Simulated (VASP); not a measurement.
# Al (Fm-3m) in VASP: notebook

One crystal, Al, is run at these levels: PBE; tasks: single point.

Everything below comes from runs of VASP 6.6.1. Logs are shortened: lines on timing, memory, paths and dates and some standing lists are left out, and cuts for length are marked.

### 1 The undisturbed crystal

The structure is cubic, space group Fm-3m (No. 225). The conventional cell has a = 4.050 Å, b = 4.050 Å, c = 4.050 Å, α = 90.00°, β = 90.00°, γ = 90.00°. Around Al (site symmetry m-3m) lie 12 Al at 2.86 Å.

### 2 Single point, PBE (a relaxed cell with its volume scaled by 1.03)

File INCAR:

```
SYSTEM = Al
  PREC = Accurate
  ENCUT = 520
  EDIFF = 1E-7
  ISMEAR = 0
  SIGMA = 0.1
  LREAL = .FALSE.
  LASPH = .TRUE.
  NELM = 60
  ALGO = Normal
  ISIF = 2
  LWAVE = .FALSE.
  LCHARG = .FALSE.
  GGA = PE
  NBANDS = 8
```

File KPOINTS:

```
regular mesh
0
G
  18 18 18
  0 0 0
```

File POSCAR:

```
Al                                      
1.0
    0.0000000000      2.0403284602      2.0403284602
    2.0403284602      0.0000000000      2.0403284602
    2.0403284602      2.0403284602      0.0000000000
  Al            
     1
Direct
     0.0000000000000000    0.0000000000000000    0.0000000000000000
```

Potentials or basis: VASP PAW PBE potentials, release 64 (Al).

Started as:

```sh
> cat potpaw_PBE.64/Al/POTCAR > POTCAR
> mpirun -np 1 vasp_std > vasp.out
```

OUTCAR:

```text
SYSTEM = Al
   PREC = Accurate
   ENCUT = 520
   EDIFF = 1E-7
   ISMEAR = 0
   LREAL = .FALSE.
   LASPH = .TRUE.
   NELM = 60
   ISIF = 2
   GGA = PE

 ion  position               nearest neighbor table
   1  0.000  0.000  0.000-

  LATTYP: Found a face centered cubic cell.
 ALAT       =     4.0806569204

  Lattice vectors:

 A1 = (   0.0000000000,   2.0403284602,   2.0403284602)
 A2 = (   2.0403284602,   0.0000000000,   2.0403284602)
 A3 = (   2.0403284602,   2.0403284602,   0.0000000000)

Analysis of symmetry for initial positions (statically):
=====================================================================
 Subroutine PRICEL returns:
 Original cell was already a primitive cell.

 Routine SETGRP: Setting up the symmetry group for a
 face centered cubic supercell.

 Subroutine GETGRP returns: Found 48 space group operations
 (whereof 48 operations were pure point group operations)
 out of a pool of 48 trial point group operations.

The static configuration has the point symmetry O_h .

Analysis of symmetry for dynamics (positions and initial velocities):
=====================================================================
 Subroutine PRICEL returns:
 Original cell was already a primitive cell.

 Routine SETGRP: Setting up the symmetry group for a
 face centered cubic supercell.

 Subroutine GETGRP returns: Found 48 space group operations
 (whereof 48 operations were pure point group operations)
 out of a pool of 48 trial point group operations.

The dynamic configuration has the point symmetry O_h .

 Subroutine INISYM returns: Found 48 space group operations
 (whereof 48 operations are pure point group operations),
 and found     1 'primitive' translations

----------------------------------------------------------------------------------------

                                     Primitive cell

  volume of cell :      16.9875

  direct lattice vectors                    reciprocal lattice vectors
     0.000000000  2.040328460  2.040328460    -0.245058582  0.245058582  0.245058582
     2.040328460  0.000000000  2.040328460     0.245058582 -0.245058582  0.245058582
     2.040328460  2.040328460  0.000000000     0.245058582  0.245058582 -0.245058582

  length of vectors
     2.885460180  2.885460180  2.885460180     0.424453915  0.424453915  0.424453915

  position of ions in fractional coordinates (direct lattice)
     0.000000000  0.000000000  0.000000000

  ion indices of the primitive-cell ions
   primitive index   ion index
                 1           1

----------------------------------------------------------------------------------------

 KPOINTS: regular mesh

Automatic generation of k-mesh.
 Grid dimensions read from file:
 generate k-points for:   18   18   18

 Generating k-lattice:

  Cartesian coordinates                     Fractional coordinates (reciprocal lattice)
    -0.013614366  0.013614366  0.013614366     0.055555556  0.000000000  0.000000000
     0.013614366 -0.013614366  0.013614366     0.000000000  0.055555556  0.000000000
     0.013614366  0.013614366 -0.013614366     0.000000000  0.000000000  0.055555556

  Length of vectors
     0.023580773  0.023580773  0.023580773

  Shift w.r.t. Gamma in fractional coordinates (k-lattice)
     0.000000000  0.000000000  0.000000000

 Subroutine IBZKPT returns following result:
 ===========================================

 Found    195 irreducible k-points:

 Following reciprocal coordinates:
            Coordinates               Weight
  0.000000  0.000000  0.000000      1.000000
  0.055556  0.000000  0.000000      8.000000
  0.111111  0.000000  0.000000      8.000000
  0.166667  0.000000  0.000000      8.000000
  0.222222  0.000000  0.000000      8.000000
  0.277778  0.000000  0.000000      8.000000
[... 16 lines left out ...]
 -0.277778  0.055556  0.000000     24.000000
 -0.222222  0.055556  0.000000     24.000000
 [... further k-points ...]
   k-points           NKPTS =    195   k-points in BZ     NKDIM =    195   number of bands    NBANDS=      8
   number of dos      NEDOS =    301   number of ions     NIONS =      1
   total plane-waves  NPLWV =  13824
   dimension x,y,z NGX =    24 NGY =   24 NGZ =   24
   dimension x,y,z NGXF=    48 NGYF=   48 NGZF=   48
   ions per type =               1
   NGX,Y,Z   is equivalent  to a cutoff of  13.83, 13.83, 13.83 a.u.
   NGXF,Y,Z  is equivalent  to a cutoff of  27.66, 27.66, 27.66 a.u.
 SYSTEM =  Al
   PREC   = accura    normal or accurate (medium, high low for compatibility)
   ISTART =      0    job   : 0-new  1-cont  2-samecut
   ICHARG =      2    charge: 1-file 2-atom 10-const
   ISPIN  =      1    spin polarized calculation?
   LNONCOLLINEAR =      F non collinear calculations
   LSORBIT =      F    spin-orbit coupling
   LASPH  =      T    aspherical Exc in radial PAW
   ENCUT  =  520.0 eV  38.22 Ry    6.18 a.u.   5.37  5.37  5.37*2*pi/ulx,y,z
   NELM   =     60;   NELMIN=  2; NELMDL= -5     # of ELM steps
   EDIFF  = 0.1E-06   stopping-criterion for ELM
   LREAL  =      F    real-space projection
   EDIFFG = 0.1E-05   stopping-criterion for IOM
   NSW    =      0    number of steps for IOM
   IBRION =     -1    ionic relax: 0-MD 1-quasi-New 2-CG
   NFREE  =      0    steps in history (QN), initial steepest desc. (CG)
   ISIF   =      2    stress and relaxation
   ISYM   =      2    0-nonsym 1-usesym 2-fastsym
   POTIM  = 0.5000    time-step for ionic-motion
   TEBEG  =    0.0;   TEEND  =   0.0 temperature during run
   PSTRESS=    0.0 pullay stress
   NELECT =       3.0000    total number of electrons
   NUPDOWN=      -1.0000    fix difference up-down
   EMIN   =  10.00;   EMAX   =-10.00  energy-range for DOS
   EFERMI =   0.00;   METHOD = LEGACY
   ISMEAR =     0;   SIGMA  =   0.10  broadening in eV -4-tet -1-fermi 0-gaus
   EFERMI_NEDOS =   21; number of points for ismear=-14 and -15
   IALGO  =     38    algorithm
   IMIX   =      4    mixing-type and parameters
     AMIX     =   0.40;   BMIX     =  1.00
     AMIX_MAG =   1.60;   BMIX_MAG =  1.00
  volume/ion in A,a.u.               =      16.99       114.64
  Fermi-wavevector in a.u.,A,eV,Ry     =   0.918484  1.735684 11.478062  0.843614
  Thomas-Fermi vector in A             =   2.043571
   LORBIT       =      0    0 simple, 1 ext, 2 COOP (PROOUT), +10 PAW based schemes
   GGA     = PE    functional components
   LHFCALC =     F    Hartree Fock is set to
   AEXX    =    0.0000 exact exchange contribution
   IVDW    =     0    specifies the selected vdW correction
   LEPSILON=     F    determine dielectric tensor
   LRPA    =     F    only Hartree local field effects (RPA)
 non-spin polarized calculation
 Gauss-broadening in eV      SIGMA  =   0.10
  energy-cutoff  :      520.00
  volume of cell :       16.99
 maximum number of plane-waves:       473
 NGX is ok and might be reduce to    24
   NGX = 11   NGY = 11   NGZ = 11

 number of electron       3.0000000 magnetization

 Free energy of the ion-electron system (eV)
  ---------------------------------------------------
  ext. energy  EPLUGINS =         0.00000000
  ---------------------------------------------------
  free energy    TOTEN  =        -3.74118490 eV

  energy without entropy =       -3.73852704  energy(sigma->0) =       -3.73985597

 E-fermi :   7.6895     XC(G=0): -10.0916

 val. band max:        7.6602305366   @ k =   0.5000   0.4444   0.0556
 cond. band min:       7.6910054811   @ k =  -0.3889   0.3889   0.1667
 fundamental gap:      0.0307749445
 Fermi energy:         7.6895226910

 k-point     1 :       0.0000    0.0000    0.0000
  band No.  band energies     occupation
      1      -3.2350      2.00000
      2      20.1587      0.00000
      3      20.1587      0.00000
      4      20.1587      0.00000
      5      21.4332      0.00000
      6      21.4332      0.00000
      7      21.4332      0.00000
      8      23.9563      0.00000

 k-point     2 :       0.0556    0.0000    0.0000
  band No.  band energies     occupation
      1      -3.1527      2.00000
      2      18.6223      0.00000
      3      19.8170      0.00000
      4      19.8170      0.00000
      5      21.9015      0.00000
      6      21.9015      0.00000
      7      22.0574      0.00000
      8      24.8099      0.00000

 k-point     3 :       0.1111    0.0000    0.0000
  band No.  band energies     occupation
      1      -2.9060      2.00000
      2      16.4305      0.00000
      3      19.2891      0.00000
      4      19.2891      0.00000
      5      22.1478      0.00000
      6      22.7758      0.00000
      7      22.7758      0.00000
      8      25.3428      0.00000

 k-point     4 :       0.1667    0.0000    0.0000
  band No.  band energies     occupation
      1      -2.4959      2.00000
      2      14.2295      0.00000
      3      18.8394      0.00000
      4      18.8394      0.00000
      5      22.0003      0.00000
      6      23.3755      0.00000
      7      23.3755      0.00000
      8      24.7134      0.00000

 k-point     5 :       0.2222    0.0000    0.0000
  band No.  band energies     occupation
      1      -1.9237      2.00000
      2      12.1041      0.00000
      3      18.5111      0.00000
      4      18.5111      0.00000
      5      21.8399      0.00000
      6      22.6671      0.00000
      7      22.6671      0.00000
      8      25.5906      0.00000
[... 177 lines left out ...]
 k-point    22 :      -0.3333    0.0556    0.0000
  band No.  band energies     occupation
      1       0.1022      2.00000
      2       7.6471      1.45165
      3      16.6255      0.00000
      4      19.3041      0.00000
      5      19.6452      0.00000
      6      20.9138      0.00000
      7      22.4049      0.00000
      8      25.2573      0.00000

 k-point    23 :      -0.2778    0.0556    0.0000
  band No.  band energies     occupation
      1      -0.8398      2.00000
      2       9.5005      0.00000
      3      16.6428      0.00000
      4      19.4426      0.00000
      5      20.3753      0.00000
      6      21.7663      0.00000
      7      22.3540      0.00000
      8      26.0317      0.00000

 k-point    24 :      -0.2222    0.0556    0.0000
  band No.  band energies     occupation
      1      -1.6248      2.00000
      2      11.4756      0.00000
      3      16.8026      0.00000
      4      19.5997      0.00000
      5      21.3285      0.00000
      6      22.3481      0.00000
      7      22.7853      0.00000
      8      24.9651      0.00000

 [... further k-points ...]

------------------------ aborting loop because EDIFF is reached ----------------------------------------

  FORCE on cell =-STRESS in cart. coord.  units (eV):
  Direction    XX          YY          ZZ          XY          YZ          ZX
  --------------------------------------------------------------------------------------
  -------------------------------------------------------------------------------------
  Total       -0.2256692     -0.2256692     -0.2256692     -0.0000000      0.0000000     -0.0000000
  in kB      -21.2839651    -21.2839651    -21.2839651     -0.0000000      0.0000000     -0.0000000
  external PRESSURE =     -21.2839651 kB  Pullay stress =       0.0000000 kB

 VOLUME and BASIS-vectors are now :
 -----------------------------------------------------------------------------
  energy-cutoff  :      520.00
  volume of cell :       16.99
      direct lattice vectors                 reciprocal lattice vectors
     0.000000000  2.040328460  2.040328460    -0.245058582  0.245058582  0.245058582
     2.040328460  0.000000000  2.040328460     0.245058582 -0.245058582  0.245058582
     2.040328460  2.040328460  0.000000000     0.245058582  0.245058582 -0.245058582

 POSITION                                       TOTAL-FORCE (eV/Angst)
 -----------------------------------------------------------------------------------
      0.00000      0.00000      0.00000         0.000000      0.000000      0.000000
 -----------------------------------------------------------------------------------
    total drift:                               -0.000000      0.000000     -0.000000

  FREE ENERGIE OF THE ION-ELECTRON SYSTEM (eV)
  ---------------------------------------------------
  free  energy   TOTEN  =        -3.7411849005 eV

  energy  without entropy=       -3.7385270386  energy(sigma->0) =       -3.73985597
```

Wall time 26 s (1 thread of Intel Xeon Platinum 8375C at 2.90GHz (Ice Lake), shared host); peak memory 0.14 GiB.

What came out:

```
Free energy            : -3.7412 eV
Pressure               : -2.1 GPa
Band gap on the k mesh : none (metal or under the smearing width)
```

Levels at points of the mesh, in eV from the Fermi level:
```tsv
k point	band 1	band 2	band 3	band 4
(0.00, 0.00, 0.00)	-10.92	12.47	12.47	12.47
(0.50, 0.00, 0.00)	-4.47	-4.33	11.11	11.11
(0.50, 0.50, 0.00)	-2.84	-1.59	5.26	5.47
```

### 3 Single point, PBE (a relaxed cell with its volume scaled by 0.94)

INCAR is that of step 2.

KPOINTS is that of step 2.

File POSCAR:

```
Al                                      
1.0
    0.0000000000      1.9790812783      1.9790812783
    1.9790812783      0.0000000000      1.9790812783
    1.9790812783      1.9790812783      0.0000000000
  Al            
     1
Direct
     0.0000000000000000    0.0000000000000000    0.0000000000000000
```

Potentials or basis: VASP PAW PBE potentials, release 64 (Al).

Started as:

```sh
> cat potpaw_PBE.64/Al/POTCAR > POTCAR
> mpirun -np 1 vasp_std > vasp.out
```

Run time: 34 s. Hardware: 1 thread of Intel Xeon Platinum 8375C at 2.90GHz (Ice Lake), shared host; peak memory 0.14 GiB.

The run converged. Its results:

```yaml
Free_energy: -3.7286 eV
Pressure: 5.4 GPa
Band_gap_on_the_k_mesh: none (metal or under the smearing width)
```

Levels at points of the mesh, in eV from the Fermi level:
| k point | band 1 | band 2 | band 3 | band 4 |
| --- | --- | --- | --- | --- |
| (0.00, 0.00, 0.00) | -11.57 | 12.97 | 12.97 | 12.97 |
| (0.50, 0.00, 0.00) | -4.84 | -4.46 | 11.76 | 11.76 |
| (0.50, 0.50, 0.00) | -3.07 | -1.62 | 5.28 | 5.90 |
